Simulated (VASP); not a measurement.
Wanted: the native input for a VASP 6.6.1 run.

| Quantity | Value |
| --- | --- |
| Task | relaxation of cell and atoms |
| Functional | PBEsol |
| Potentials or basis | VASP PAW PBE potentials, release 64 (Si, C) |
| Cutoff | 600 eV |
| k mesh | 10 × 10 × 10 |
| Occupations | fermi-dirac, width 0.05 eV |
| Spin | no spin polarisation |
| Further INCAR settings | ALGO = Normal; EDIFF = 1e-06; IBRION = 2; EDIFFG = -0.01; NSW = 40; ISIF = 3 |

The structure of SiC (Moissanite 3C) lies in POSCAR:

```
SiC
1.0
    0.0000000000      2.1790000000      2.1790000000
    2.1790000000      0.0000000000      2.1790000000
    2.1790000000      2.1790000000      0.0000000000
Si C
1 1
Direct
    0.0000000000      0.0000000000      0.0000000000
    0.7500000000      0.7500000000      0.7500000000
```

The input as run:

INCAR

```
  PREC = Accurate
  ENCUT = 600
  EDIFF = 1E-6
  ISMEAR = -1
  SIGMA = 0.05
  LREAL = False
  LASPH = True
  NELM = 60
  ALGO = Normal
  ISIF = 3
  LWAVE = False
  LCHARG = False
  GGA = PS
  IBRION = 2
  NSW = 40
  EDIFFG = -0.01
```

KPOINTS

```
Automatic mesh
0
Gamma
  10 10 10
```

Potentials or basis: VASP PAW PBE potentials, release 64 (Si, C).

Run with:

```bash
$ cat potpaw_PBE.64/Si/POTCAR potpaw_PBE.64/C/POTCAR > POTCAR
$ mpirun -np 1 vasp_std > vasp.out
```

Results of the run:

```yaml
Pressure_after_relaxing: 0.0 GPa
Band_gap_on_the_k_mesh: 1.23 eV, indirect (least direct gap 4.44 eV)
```

Caveat: the relaxation stopped at its first step, so nothing moved; the PAW data sets were made with another functional, which shifts forces and pressure a little.

Run time: 13 s on 1 thread of Intel(R) Xeon(R) Platinum 8375C CPU @ 2.90GHz (Ice Lake), with other jobs on the host, peak memory 0.15 GiB.
